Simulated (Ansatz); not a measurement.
# Dielectric response of RbBr (001) films, part 4 of 5

Aim: the electronic and static ε of rocksalt RbBr (001) from films of several thicknesses in a field.

Ansatz 0.2.0; plane-wave DFT, PBE, Ansatz PAW (set soft_1); PAW set soft_1 (the session's first sound run).

So far. Step 16 (Relaxing in the field, 10 atoms, units 5, field -0.05 …): The dipole is -0.104 e·Å, and the gap on the mesh 4.180 eV. Step 17 (Response with the atoms relaxed, 10 atoms, units 5): The induced dipole is that of a conductor 15.80 Å thick.

**18. Relaxing the film, 16 atoms, units 8**

This step: plane-wave DFT, PBE, Ansatz PAW (set soft_1); PAW set soft_1 (Ansatz 0.2.0).

System of this step: RbBr (001), 8 units. The cell holds 16 atoms: 8 Rb and 8 Br. Cell: a = 4.872 Å, b = 4.872 Å, c = 42.115 Å, α = 90.0°, β = 90.0°, γ = 90.0°. It derives from RbBr (rocksalt RbBr). Vacuum lies along c.

The next thickness, treated alike, so that differences show the interior and the faces cancel.

input.yaml

```yaml
crystal:
  lattice:
    - [4.87196572, 0.0, 0.0]
    - [0.0, 4.87196572, 0.0]
    - [0.0, 0.0, 42.115]
  atoms:
    - { symbol: Rb, position: [0.5, 0.5, 0.2137005817] }
    - { symbol: Br, position: [0.0, 0.0, 0.2137005817] }
    - { symbol: Rb, position: [0.0, 0.0, 0.2955004155] }
    - { symbol: Br, position: [0.5, 0.5, 0.2955004155] }
    - { symbol: Rb, position: [0.5, 0.5, 0.3773002493] }
    - { symbol: Br, position: [0.0, 0.0, 0.3773002493] }
    - { symbol: Rb, position: [0.0, 0.0, 0.4591000831] }
    - { symbol: Br, position: [0.5, 0.5, 0.4591000831] }
    - { symbol: Rb, position: [0.5, 0.5, 0.5408999169] }
    - { symbol: Br, position: [0.0, 0.0, 0.5408999169] }
    - { symbol: Rb, position: [0.0, 0.0, 0.6226997507] }
    - { symbol: Br, position: [0.5, 0.5, 0.6226997507] }
    - { symbol: Rb, position: [0.5, 0.5, 0.7044995845] }
    - { symbol: Br, position: [0.0, 0.0, 0.7044995845] }
    - { symbol: Rb, position: [0.0, 0.0, 0.7862994183] }
    - { symbol: Br, position: [0.5, 0.5, 0.7862994183] }
kpoints:
  mp_grid: { grid: [6, 6, 1] }
hamiltonian:
  xc: pbe
  pseudopotentials: { kind: paw, azcp: { folder: soft_1 } }
scf:
  occupations: { method: fixed }
  convergence: { dr2_threshold: 1.0e-09 }
efield:
  axis: 3
  dipole_correction: true
  ramp_position: 0.97
  ramp_width: 0.06
relax:
  f_tol: 0.003
  max_steps: 100
output:
  write_potential: true
  write_density: true
  volumetric_format: npy
```

Command:

```sh
$ ansatz run input.yaml --threads 4 --pin off --max-ram 8192MiB --backend cpu --events-out ev --progress --plain --runs-dir out
```

Numbers of over 12 decimals in the logs are rounded to 6 here.

What it wrote:

```text
[...]
Crystal: 16 atoms, lattice volume = 999.644 Å³
Basis set: ecut = 420 eV, 19513 PW (Γ), exchange–correlation on 72×72×576 points (8 copies of the dense FFT grid, shifted against one another)
Bands: 80, of which v1, the nominal top of the filled ones, is band 64 counted from 1 (63 counted from 0)
Symmetry: 8 space group operations
k-points: 10 of 36
[...]
- { symbol: Rb, position: [0.5, 0.5, 0.541924] }
    - { symbol: Br, position: [0, 0.0, 0.541891] }
    - { symbol: Rb, position: [0, 0.0, 0.625677] }
    - { symbol: Br, position: [0.5, 0.5, 0.625757] }
    - { symbol: Rb, position: [0.5, 0.5, 0.709746] }
    - { symbol: Br, position: [0, 0.0, 0.709463] }
    - { symbol: Rb, position: [0, 0.0, 0.792176] }
    - { symbol: Br, position: [0.5, 0.5, 0.793326] }
[key lines of the parts left out:]
SCF converged after 6 iterations
Free energy (F): -48432.510103 eV
Fermi energy:    -1.213389 eV
Dipole field:    D = -0.000000 V/Å  (p = -0.000000 e·Å, saw-weighted, corrected)
Work function:   Φ+ = 5.8310 eV   Φ− = 5.8311 eV
```

The job ended after 1.8 min (4 threads of Arm Neoverse V1, shared host; peak memory 1.9 GiB).

Relaxation path:

| step | energy less that of the first step (eV) | largest force component (eV/Å) |
| --- | --- | --- |
| 1 | 0.0000 | 0.0770 |
| 2 | -0.0173 | 0.0346 |
| 3 | -0.0282 | 0.0145 |
| 4 | -0.0281 | 0.0197 |
| 5 | -0.0285 | 0.0010 |
| 6 | -0.0286 | 0.0004 |

Relaxation step 4 was tried and not accepted.

Forces are held to the 8 operations that the run works with; a distortion that breaks them can't arise in this run.

The atoms that moved most (Å):

```csv
atom,dx,dy,dz,length
Br2,0.000,0.000,-0.296,0.296
Br16,0.000,0.000,0.296,0.296
Rb15,0.000,0.000,0.248,0.248
Rb1,0.000,0.000,-0.248,0.248
Rb13,0.000,0.000,0.221,0.221
Rb3,0.000,0.000,-0.221,0.221
Br4,0.000,0.000,-0.209,0.209
Br14,0.000,0.000,0.209,0.209
```

The electron's electrostatic potential energy less the highest filled level oscillates, so the rows of the table below give means over windows of 3.51 Å about each position, cut where the curve ends. Its maxima inside the range that stand out by 2 % of the span (Å: eV): 10.5: 0.366, 14.0: 0.555, 17.5: 0.528, 21.1: 0.535, 24.6: 0.528, 28.1: 0.555, 31.6: 0.366. Its minima: 9.1: 0.153, 12.1: 0.138, 15.8: 0.149, 19.3: 0.146, 22.8: 0.146, 26.3: 0.149, 30.0: 0.138, 33.0: 0.153.

Running mean over 3.445 Å of the planar mean; the ramp of the sawtooth is left out. The electron's electrostatic potential energy less the highest filled level by z; means over each step:

| z (Å) | electron's electrostatic potential energy less the highest filled level (eV) |
| --- | --- |
| 5.26 | 5.48 |
| 8.77 | 0.511 |
| 12.28 | 0.249 |
| 15.79 | 0.276 |
| 19.30 | 0.271 |
| 22.81 | 0.271 |
| 26.32 | 0.276 |
| 29.83 | 0.249 |
| 33.34 | 0.515 |
| 36.85 | 5.48 |

The relaxation took 6 steps and lowered the energy by 0.029 eV; the largest force on the free atoms ends at 3.6e-4 eV/Å.

The gap is 4.22 eV, with the valence edge 5.83 eV and the conduction edge 1.61 eV under the upper vacuum level.

**19. Comparing the runs**

Times are for 4 threads of Arm Neoverse V1, shared host. Results by setting:

```csv
no.,units,gap by band count (eV),"ionisation energy, upper face (eV)","electron affinity, upper face (eV)",time,memory (GiB)
1,3,4.252,5.815,1.562,14 s,0.82
2,5,4.237,5.829,1.592,35 s,1.2
3,8,4.220,5.831,1.611,1.8 min,1.9
```

The runs together. The valence density, planar mean by z:

| z (Å) | 3 (e/Å³) | 5 (e/Å³) | 8 (e/Å³) |
| --- | --- | --- | --- |
| 5 | 2.3e-5 | 2.9e-5 | 4.1e-5 |
| 6 | 3.5e-4 | 4.5e-4 | 6.3e-4 |
| 7 | 0.00585 | 0.00755 | 0.0113 |
| 8 | 0.127 | 0.163 | 0.222 |
| 9 | 0.411 | 0.409 | 0.397 |
| 10 | 0.0910 | 0.0723 | 0.0487 |
| 11 | 0.0312 | 0.0393 | 0.0560 |
| 12 | 0.354 | 0.378 | 0.400 |
| 13 | 0.310 | 0.266 | 0.202 |
| 14 | 0.0250 | 0.0220 | 0.0208 |
| 15 | 0.127 | 0.151 | 0.207 |
| 16 | 0.410 | 0.409 | 0.399 |
| 17 | 0.0907 | 0.0786 | 0.0537 |
| 18 | 0.00420 | 0.0328 | 0.0456 |
| 19 | 2.6e-4 | 0.358 | 0.390 |
| 20 | 1.7e-5 | 0.297 | 0.234 |
| 21 | 1.1e-6 | 0.0244 | 0.0210 |
| 22 | 0 | 0.137 | 0.179 |
| 23 | 0 | 0.409 | 0.405 |
| 24 | 0 | 0.0870 | 0.0654 |

**20. The relaxed film, single point, 16 atoms, units 8**

The next thickness, treated alike, so that differences show the interior and the faces cancel.

input.yaml

```yaml
crystal:
  lattice:
    - [4.87196572, 0.0, 0.0]
    - [0.0, 4.87196572, 0.0]
    - [0.0, 0.0, 42.115]
  atoms:
    - { symbol: Rb, position: [0.5, 0.5, 0.207823637] }
    - { symbol: Br, position: [0.0, 0.0, 0.2066743642] }
    - { symbol: Rb, position: [0.0, 0.0, 0.2902540745] }
    - { symbol: Br, position: [0.5, 0.5, 0.2905368985] }
    - { symbol: Rb, position: [0.5, 0.5, 0.3743234132] }
    - { symbol: Br, position: [0.0, 0.0, 0.3742430041] }
    - { symbol: Rb, position: [0.0, 0.0, 0.4580759701] }
    - { symbol: Br, position: [0.5, 0.5, 0.4581087573] }
    - { symbol: Rb, position: [0.5, 0.5, 0.5419240298] }
    - { symbol: Br, position: [0.0, 0.0, 0.5418912409] }
    - { symbol: Rb, position: [0.0, 0.0, 0.6256765867] }
    - { symbol: Br, position: [0.5, 0.5, 0.625756997] }
    - { symbol: Rb, position: [0.5, 0.5, 0.7097459261] }
    - { symbol: Br, position: [0.0, 0.0, 0.7094631011] }
    - { symbol: Rb, position: [0.0, 0.0, 0.7921763642] }
    - { symbol: Br, position: [0.5, 0.5, 0.7933256353] }
kpoints:
  mp_grid: { grid: [6, 6, 1] }
hamiltonian:
  xc: pbe
  pseudopotentials: { kind: paw, azcp: { folder: soft_1 } }
scf:
  occupations: { method: fixed }
  convergence: { dr2_threshold: 1.0e-09 }
efield:
  axis: 3
  dipole_correction: true
  ramp_position: 0.97
  ramp_width: 0.06
output:
  eigenvalues: true
  dos: { projected: true, e_range: [-7, 7] }
  write_potential: true
  write_density: true
  volumetric_format: npy
checkpoint:
  write: end8.run
  compress: false
  write_wavefunctions: false
```

What it wrote:

```text
[...]
Crystal: 16 atoms, lattice volume = 999.644 Å³
Basis set: ecut = 420 eV, 19513 PW (Γ)
Bands: 80, of which v1, the nominal top of the filled ones, is band 64 counted from 1 (63 counted from 0)
Symmetry: 8 space group operations
k-points: 10 of 36
[...]
k-point 1: bands = [... 60 lower, -1.3383, -1.3183, -1.2806, -1.2806, 3.3983, 3.4901, 3.7213, 4.0529, ... 12 higher]
  k-point 2: bands = [... 60 lower, -1.4084, -1.4084, -1.3732, -1.3685, 4.2267, 4.2524, 4.4816, 4.7412, ... 12 higher]
  k-point 9: bands = [... 60 lower, -1.4308, -1.4308, -1.3143, -1.3143, 4.4230, 4.4230, 4.6197, 4.6197, ... 12 higher]
[key lines of the parts left out:]
SCF converged after 9 iterations
Free energy (F): -48432.510276 eV
Fermi energy:    -1.213521 eV
Dipole field:    D = 0.000001 V/Å  (p = 0.000004 e·Å, saw-weighted, corrected)
Work function:   Φ+ = 5.8310 eV   Φ− = 5.8310 eV
```

The job ended after 34 s (4 threads; peak memory 2.1 GiB; 2.2 min of CPU time).

Running mean over 3.445 Å of the planar mean; the ramp of the sawtooth is left out. The electron's electrostatic potential energy less the highest filled level by z:

```
z (Å)  electron's electrostatic potential energy less the highest filled level (eV)
    4                                                                          5.83
    5                                                                          5.82
    6                                                                          5.63
    7                                                                          3.03
    8                                                                         0.338
    9                                                                         0.153
   10                                                                         0.283
   11                                                                         0.263
   12                                                                         0.138
   13                                                                         0.189
   14                                                                         0.553
   15                                                                         0.194
   16                                                                         0.151
   17                                                                         0.343
   18                                                                         0.371
   19                                                                         0.150
   20                                                                         0.181
   21                                                                         0.528
   22                                                                         0.199
   23                                                                         0.147
   24                                                                         0.313
   25                                                                         0.403
   26                                                                         0.154
   27                                                                         0.179
   28                                                                         0.539
   29                                                                         0.212
   30                                                                         0.138
   31                                                                         0.228
   32                                                                         0.315
   33                                                                         0.154
   34                                                                         0.279
   35                                                                          2.50
   36                                                                          5.55
   37                                                                          5.82
   38                                                                          5.83
```

The gap is 4.22 eV, with the valence edge 5.83 eV and the conduction edge 1.61 eV under the upper vacuum level.

**21. Single point, 16 atoms, units 8, field 0.1 V/Å**

input.yaml, as its differences from that of step 20:

```diff
@@ -29,3 +29,3 @@
   occupations: { method: fixed }
-  convergence: { dr2_threshold: 1.0e-09 }
+  convergence: { dr2_threshold: 1.0e-10 }
 efield:
@@ -35,5 +35,4 @@
   ramp_width: 0.06
+  amplitude: 0.1
 output:
-  eigenvalues: true
-  dos: { projected: true, e_range: [-7, 7] }
   write_potential: true
@@ -41,5 +40 @@
   volumetric_format: npy
-checkpoint:
-  write: end8.run
-  compress: false
-  write_wavefunctions: false
```

What it wrote:

```text
[...]
Crystal: 16 atoms, lattice volume = 999.644 Å³
Basis set: ecut = 420 eV, 19513 PW (Γ)
Bands: 80, of which v1, the nominal top of the filled ones, is band 64 counted from 1 (63 counted from 0)
Symmetry: 8 space group operations
k-points: 10 of 36
[...]
k-point 0: bands = [... 60 lower, -1.0168, -0.9016, -0.7227, -0.7227, 2.6395, 3.1316, 3.4627, 3.7482, ... 12 higher]
  k-point 1: bands = [... 60 lower, -1.0823, -0.9128, -0.8830, -0.7884, 2.9653, 3.4933, 3.8163, 4.0702, ... 12 higher]
  k-point 2: bands = [... 60 lower, -1.2078, -1.1522, -0.9141, -0.8945, 3.6546, 4.3090, 4.6079, 4.7958, ... 12 higher]
  k-point 9: bands = [... 60 lower, -1.2414, -0.9621, -0.9621, -0.8281, 4.2195, 4.2195, 4.6202, 4.6202, ... 12 higher]
[key lines of the parts left out:]
SCF converged after 11 iterations
Free energy (F): -48432.521426 eV
Fermi energy:    -0.722695 eV
Dipole field:    D = 0.040370 V/Å  (p = 0.223018 e·Å, saw-weighted, corrected)
```

The job ended after 39 s (4 threads; peak memory 2.1 GiB; 2.5 min of CPU time).

The dipole is 0.223 e·Å, and the gap on the mesh 3.362 eV.

**22. Single point, 16 atoms, units 8, field -0.1 V/Å**

input.yaml, as its differences from that of step 21:

```diff
@@ -35,3 +35,3 @@
   ramp_width: 0.06
-  amplitude: 0.1
+  amplitude: -0.1
 output:
```

What it wrote:

```text
[...]
Crystal: 16 atoms, lattice volume = 999.644 Å³
Basis set: ecut = 420 eV, 19513 PW (Γ)
Bands: 80, of which v1, the nominal top of the filled ones, is band 64 counted from 1 (63 counted from 0)
Symmetry: 8 space group operations
k-points: 10 of 36
[...]
k-point 0: bands = [... 60 lower, -1.0168, -0.9016, -0.7227, -0.7227, 2.6395, 3.1316, 3.4627, 3.7482, ... 12 higher]
  k-point 1: bands = [... 60 lower, -1.0823, -0.9128, -0.8830, -0.7883, 2.9653, 3.4933, 3.8163, 4.0702, ... 12 higher]
  k-point 2: bands = [... 60 lower, -1.2078, -1.1522, -0.9141, -0.8945, 3.6546, 4.3090, 4.6079, 4.7958, ... 12 higher]
  k-point 9: bands = [... 60 lower, -1.2414, -0.9621, -0.9621, -0.8281, 4.2195, 4.2195, 4.6202, 4.6202, ... 12 higher]
[key lines of the parts left out:]
SCF converged after 11 iterations
Free energy (F): -48432.521426 eV
Fermi energy:    -0.722695 eV
Dipole field:    D = -0.040370 V/Å  (p = -0.223018 e·Å, saw-weighted, corrected)
```

Elapsed: 36 s, on 4 threads; peak memory 2 GiB; 2.3 min of CPU time.

The dipole is -0.223 e·Å, and the gap on the mesh 3.362 eV.

**23. Response with the atoms held, 16 atoms, units 8**

This step: plane-wave DFT, PBE, Ansatz PAW (set soft_1); response to a field along the normal, atoms held; PAW set soft_1 (Ansatz 0.2.0).

Local field over the applied field, running mean. From the potentials at -0.1 and 0.1 V/Å; running mean over 3.445 Å, taken twice. Local field over applied field against z:

| z (Å) | local field over applied field |
| --- | --- |
| 4 | 0.774 |
| 5 | 0.947 |
| 6 | 0.839 |
| 7 | 0.681 |
| 8 | 0.528 |
| 9 | 0.431 |
| 10 | 0.399 |
| 11 | 0.396 |
| 12 | 0.399 |
| 13 | 0.402 |
| 14 | 0.403 |
| 15 | 0.403 |
| 16 | 0.403 |
| 17 | 0.403 |
| 18 | 0.403 |
| 19 | 0.403 |
| 20 | 0.403 |
| 21 | 0.403 |
| 22 | 0.403 |
| 23 | 0.403 |
| 24 | 0.403 |
| 25 | 0.403 |
| 26 | 0.403 |
| 27 | 0.403 |
| 28 | 0.403 |
| 29 | 0.403 |
| 30 | 0.400 |
| 31 | 0.397 |
| 32 | 0.397 |
| 33 | 0.424 |
| 34 | 0.514 |
| 35 | 0.663 |
| 36 | 0.823 |
| 37 | 0.938 |

The induced dipole is that of a conductor 17.00 Å thick.

**24. Relaxing in the field, 16 atoms, units 8, field 0.05 V/Å**

This step: plane-wave DFT, PBE, Ansatz PAW (set soft_1); PAW set soft_1 (Ansatz 0.2.0).

The same pair of relaxations in the field for this thickness.

input.yaml, as its differences from that of step 22:

```diff
@@ -35,3 +35,6 @@
   ramp_width: 0.06
-  amplitude: -0.1
+  amplitude: 0.05
+relax:
+  f_tol: 0.0006
+  max_steps: 70
 output:
```

What it wrote:

```text
[...]
Crystal: 16 atoms, lattice volume = 999.644 Å³
Basis set: ecut = 420 eV, 19513 PW (Γ), exchange–correlation on 72×72×576 points (8 copies of the dense FFT grid, shifted against one another)
Bands: 80, of which v1, the nominal top of the filled ones, is band 64 counted from 1 (63 counted from 0)
Symmetry: 8 space group operations
k-points: 10 of 36
[...]
- { symbol: Br, position: [0.5, 0.5, 0.457966] }
    - { symbol: Rb, position: [0.5, 0.5, 0.542074] }
    - { symbol: Br, position: [0, 0.0, 0.541761] }
    - { symbol: Rb, position: [0, 0.0, 0.625855] }
    - { symbol: Br, position: [0.5, 0.5, 0.625615] }
    - { symbol: Rb, position: [0.5, 0.5, 0.709877] }
    - { symbol: Br, position: [0, 0.0, 0.709400] }
    - { symbol: Rb, position: [0, 0.0, 0.792460] }
    - { symbol: Br, position: [0.5, 0.5, 0.793096] }
[key lines of the parts left out:]
SCF converged after 5 iterations
Free energy (F): -48432.514151 eV
Fermi energy:    -1.123848 eV
Dipole field:    D = 0.029314 V/Å  (p = 0.161942 e·Å, saw-weighted, corrected)
```

It took 94 s on 4 threads; peak memory 1.9 GiB; 6.2 min of CPU time.

The relaxation took 5 steps and lowered the energy by 0.0013 eV; the largest force on the free atoms ends at 4.3e-5 eV/Å.

The dipole is 0.162 e·Å, and the gap on the mesh 4.098 eV.

**25. Field on, atoms free, 16 atoms, units 8, field -0.05 V/Å**

The opposite sign, again from the field-free geometry; the difference of the two cancels what relaxes without a field.

input.yaml, as its differences from that of step 24:

```diff
@@ -35,3 +35,3 @@
   ramp_width: 0.06
-  amplitude: 0.05
+  amplitude: -0.05
 relax:
```

What it wrote:

```text
[...]
Crystal: 16 atoms, lattice volume = 999.644 Å³
Basis set: ecut = 420 eV, 19513 PW (Γ), exchange–correlation on 72×72×576 points (8 copies of the dense FFT grid, shifted against one another)
Bands: 80, of which v1, the nominal top of the filled ones, is band 64 counted from 1 (63 counted from 0)
Symmetry: 8 space group operations
k-points: 10 of 36
[...]
- { symbol: Br, position: [0.5, 0.5, 0.458239] }
    - { symbol: Rb, position: [0.5, 0.5, 0.541783] }
    - { symbol: Br, position: [0, 0.0, 0.542034] }
    - { symbol: Rb, position: [0, 0.0, 0.625531] }
    - { symbol: Br, position: [0.5, 0.5, 0.625930] }
    - { symbol: Rb, position: [0.5, 0.5, 0.709660] }
    - { symbol: Br, position: [0, 0.0, 0.709581] }
    - { symbol: Rb, position: [0, 0.0, 0.791987] }
    - { symbol: Br, position: [0.5, 0.5, 0.793635] }
[key lines of the parts left out:]
SCF converged after 5 iterations
Free energy (F): -48432.514151 eV
Fermi energy:    -1.123847 eV
Dipole field:    D = -0.029314 V/Å  (p = -0.161942 e·Å, saw-weighted, corrected)
```

Run time: 93 s. Hardware: 4 threads; peak memory 1.9 GiB.

The relaxation took 5 steps and lowered the energy by 0.0013 eV; the largest force on the free atoms ends at 4.3e-5 eV/Å.

The dipole is -0.162 e·Å, and the gap on the mesh 4.098 eV.

**26. Response with the atoms relaxed, 16 atoms, units 8**

This step: plane-wave DFT, PBE, Ansatz PAW (set soft_1); response to a field along the normal, atoms relaxed; PAW set soft_1 (Ansatz 0.2.0).

Local field over the applied field, running mean. From the potentials at -0.05 and 0.05 V/Å; running mean over 3.445 Å, taken twice. The local field over applied field by z:

z (Å), local field over applied field and a bar:
```
        4      0.833 ##############################
        6      0.735 ##########################
        8      0.250 #######
       10      0.070 
       12      0.177 ####
       14      0.187 #####
       16      0.142 ###
       18      0.154 ###
       20      0.166 ####
       22      0.166 ####
       24      0.154 ###
       26      0.144 ###
       28      0.184 ####
       30      0.188 #####
       32      0.076 
       34      0.230 ######
       36      0.708 #########################
```

The induced dipole is that of a conductor 24.69 Å thick.

**27. Electronic ε from the series**

This step: plane-wave DFT, PBE, Ansatz PAW (set soft_1); permittivity from the thickness series, atoms held; PAW set soft_1 (Ansatz 0.2.0).

Each added layer adds t(1 − 1/ε) to the dipole term, so the slope against thickness gives ε without a choice of where the film ends.

This step gave:

| Item | Value |
| --- | --- |
| slope | 0.5970 |
| intercept of the fit | 2.252 Å |
| ε of the interior | 2.481 |

Equivalent conductor thickness against distance between the outer atoms:

```csv
distance between the outer atoms (Å),equivalent conductor thickness (Å)
7.05,6.46
14.12,10.7
24.71,17.0
```

By hand, from the thinnest and the thickest film: slope = (17.002 − 6.463) / (24.707 − 7.053) = 0.597, so ε = 1/(1 − 0.597) = 2.48.

(Continued in part 5 of 5.)

[Logs are printed without paths, hosts, clocks, repeated set-up lines and the standing remarks that a program may print on its own settings, such as how far it seeks lower states.]

[Hosts, paths, dates, database ids (printed as entryN), source tags and the programs' standing remarks are cut or masked in the printed files.]

[Maps of the electrostatic potential energy from Ansatz leave out the sawtooth potential of an applied field or a dipole correction, so their vacuum need not be flat; planar profiles and work functions include it.]
